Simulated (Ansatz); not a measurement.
**Band table of K (omega type)**

```
K
1.0
     7.56771    0.00000    0.00000
    -3.78386    6.55383    0.00000
     0.00000    0.00000    4.49699
K
3
Direct
  0.00000 0.00000 0.00000
  0.33333 0.66667 0.50000
  0.66667 0.33333 0.50000
```

The cell comes from a relaxation on PAW files under the same functional, begun from a prototype that needn't be the stable phase.

Level of theory: DFT with PBE, scalar-relativistic, in Ansatz 0.2.0; a Γ-centred 5×5×7 k mesh, Fermi–Dirac smearing of 0.1 eV, no spin polarisation. LAPW: all electrons, basis error target 1 meV/atom.

Path points, in fractions of the reciprocal vectors: Γ (0.000, 0.000, 0.000), M (0.500, 0.000, 0.000), K (0.333, 0.333, 0.000), A (0.000, 0.000, 0.500), L (0.500, 0.000, 0.500), H (0.333, 0.333, 0.500). Levels in eV from the Fermi level; bands 4 to 16, counted from the lowest band of the run. The gap is zero, the pressure 0.00 GPa.

```
# k(1/Å) point b4 b5 b6 b7 b8 b9 b10 b11 b12 b13 b14 b15 b16
0.000 Γ -15.67 -15.67 -15.62 -15.62 -15.61 -15.60 -15.54 -15.54 -15.53 -2.12 1.15 1.15 1.16
0.068 - -15.67 -15.66 -15.62 -15.62 -15.61 -15.60 -15.54 -15.54 -15.53 -2.10 0.87 1.02 1.11
0.137 - -15.67 -15.66 -15.62 -15.62 -15.61 -15.60 -15.54 -15.54 -15.53 -2.04 0.50 0.90 0.92
0.205 - -15.67 -15.66 -15.62 -15.62 -15.61 -15.61 -15.55 -15.54 -15.53 -1.94 0.13 0.75 0.81
0.274 - -15.67 -15.66 -15.62 -15.62 -15.61 -15.61 -15.55 -15.54 -15.53 -1.80 -0.23 0.61 0.74
0.342 - -15.67 -15.66 -15.63 -15.61 -15.61 -15.61 -15.55 -15.54 -15.53 -1.62 -0.56 0.51 0.69
0.411 - -15.67 -15.65 -15.63 -15.61 -15.61 -15.61 -15.55 -15.54 -15.53 -1.40 -0.87 0.45 0.66
0.479 M -15.67 -15.65 -15.63 -15.61 -15.61 -15.61 -15.55 -15.54 -15.53 -1.16 -1.15 0.42 0.65
0.519 - -15.67 -15.65 -15.63 -15.61 -15.61 -15.61 -15.55 -15.54 -15.53 -1.15 -1.15 0.29 0.78
0.558 - -15.67 -15.65 -15.63 -15.61 -15.61 -15.61 -15.55 -15.54 -15.53 -1.13 -1.13 0.10 0.99
0.598 - -15.67 -15.65 -15.63 -15.61 -15.61 -15.61 -15.55 -15.54 -15.53 -1.10 -1.10 -0.11 1.21
0.637 - -15.67 -15.65 -15.64 -15.61 -15.61 -15.61 -15.55 -15.54 -15.53 -1.06 -1.05 -0.30 1.43
0.677 - -15.67 -15.65 -15.64 -15.61 -15.61 -15.61 -15.55 -15.54 -15.53 -1.00 -1.00 -0.49 1.66
0.717 - -15.67 -15.65 -15.64 -15.61 -15.61 -15.61 -15.55 -15.54 -15.53 -0.93 -0.93 -0.68 1.88
0.756 K -15.67 -15.64 -15.64 -15.61 -15.61 -15.61 -15.55 -15.55 -15.53 -0.86 -0.85 -0.85 2.05
0.835 - -15.67 -15.65 -15.64 -15.61 -15.61 -15.61 -15.55 -15.54 -15.53 -1.17 -0.66 -0.65 1.86
0.914 - -15.67 -15.65 -15.63 -15.61 -15.61 -15.61 -15.55 -15.54 -15.53 -1.46 -0.42 -0.42 1.68
0.993 - -15.67 -15.66 -15.63 -15.61 -15.61 -15.61 -15.55 -15.54 -15.53 -1.69 -0.15 -0.14 1.52
1.072 - -15.67 -15.66 -15.62 -15.62 -15.61 -15.61 -15.55 -15.54 -15.53 -1.88 0.17 0.18 1.39
1.151 - -15.67 -15.66 -15.62 -15.62 -15.61 -15.61 -15.54 -15.54 -15.53 -2.01 0.51 0.53 1.30
1.231 - -15.67 -15.66 -15.62 -15.62 -15.61 -15.60 -15.54 -15.54 -15.53 -2.10 0.86 0.88 1.23
1.310 Γ -15.67 -15.67 -15.62 -15.62 -15.61 -15.60 -15.54 -15.54 -15.53 -2.12 1.15 1.15 1.16
1.409 - -15.66 -15.66 -15.62 -15.62 -15.62 -15.61 -15.54 -15.54 -15.53 -2.08 1.18 1.18 1.18
1.509 - -15.66 -15.66 -15.62 -15.62 -15.62 -15.61 -15.54 -15.54 -15.54 -1.95 1.24 1.24 1.24
1.609 - -15.66 -15.66 -15.64 -15.62 -15.62 -15.62 -15.55 -15.54 -15.54 -1.74 1.35 1.35 1.35
1.709 - -15.66 -15.66 -15.65 -15.64 -15.61 -15.61 -15.56 -15.54 -15.54 -1.44 1.39 1.48 1.48
1.809 - -15.66 -15.66 -15.66 -15.65 -15.61 -15.61 -15.57 -15.54 -15.54 -1.08 0.92 1.63 1.63
1.908 - -15.67 -15.66 -15.66 -15.65 -15.61 -15.61 -15.58 -15.54 -15.54 -0.65 0.38 1.76 1.76
2.008 A -15.67 -15.66 -15.66 -15.66 -15.61 -15.61 -15.58 -15.54 -15.54 -0.22 -0.10 1.82 1.82
2.077 - -15.67 -15.66 -15.66 -15.66 -15.61 -15.61 -15.58 -15.54 -15.54 -0.20 -0.08 1.77 1.80
2.145 - -15.67 -15.66 -15.66 -15.66 -15.61 -15.61 -15.58 -15.54 -15.54 -0.14 -0.04 1.64 1.76
2.214 - -15.67 -15.66 -15.66 -15.66 -15.62 -15.61 -15.58 -15.54 -15.54 -0.05 0.04 1.46 1.58
2.282 - -15.67 -15.66 -15.66 -15.65 -15.62 -15.61 -15.58 -15.54 -15.54 0.07 0.14 1.25 1.36
2.351 - -15.67 -15.66 -15.66 -15.65 -15.62 -15.61 -15.58 -15.54 -15.54 0.23 0.27 1.04 1.13
2.419 - -15.67 -15.66 -15.66 -15.65 -15.62 -15.61 -15.58 -15.54 -15.54 0.42 0.42 0.83 0.89
2.488 L -15.67 -15.66 -15.66 -15.65 -15.62 -15.61 -15.58 -15.54 -15.54 0.53 0.57 0.69 0.73
2.527 - -15.67 -15.66 -15.66 -15.65 -15.62 -15.61 -15.58 -15.54 -15.54 0.54 0.57 0.70 0.73
2.567 - -15.67 -15.66 -15.66 -15.65 -15.63 -15.61 -15.58 -15.54 -15.54 0.56 0.59 0.71 0.74
2.606 - -15.67 -15.66 -15.66 -15.65 -15.63 -15.61 -15.58 -15.54 -15.54 0.58 0.63 0.73 0.76
2.646 - -15.67 -15.67 -15.66 -15.64 -15.63 -15.61 -15.58 -15.54 -15.54 0.62 0.68 0.75 0.79
2.685 - -15.67 -15.67 -15.66 -15.64 -15.63 -15.61 -15.58 -15.54 -15.54 0.67 0.74 0.78 0.83
2.725 - -15.67 -15.66 -15.66 -15.64 -15.63 -15.61 -15.58 -15.54 -15.54 0.73 0.81 0.82 0.87
2.764 H -15.67 -15.66 -15.66 -15.64 -15.64 -15.61 -15.58 -15.54 -15.54 0.77 0.86 0.86 0.90
2.843 - -15.67 -15.67 -15.66 -15.64 -15.63 -15.61 -15.58 -15.54 -15.54 0.59 0.63 0.97 0.98
2.922 - -15.67 -15.67 -15.66 -15.65 -15.63 -15.61 -15.58 -15.54 -15.54 0.38 0.39 1.11 1.17
3.002 - -15.67 -15.66 -15.66 -15.65 -15.62 -15.61 -15.58 -15.54 -15.54 0.17 0.22 1.27 1.37
3.081 - -15.67 -15.66 -15.66 -15.65 -15.62 -15.61 -15.58 -15.54 -15.54 0.00 0.08 1.44 1.55
3.160 - -15.67 -15.66 -15.66 -15.66 -15.62 -15.61 -15.58 -15.54 -15.54 -0.12 -0.02 1.61 1.71
3.239 - -15.67 -15.66 -15.66 -15.66 -15.61 -15.61 -15.58 -15.54 -15.54 -0.19 -0.08 1.76 1.79
3.318 A -15.67 -15.66 -15.66 -15.66 -15.61 -15.61 -15.58 -15.54 -15.54 -0.22 -0.10 1.82 1.82
```
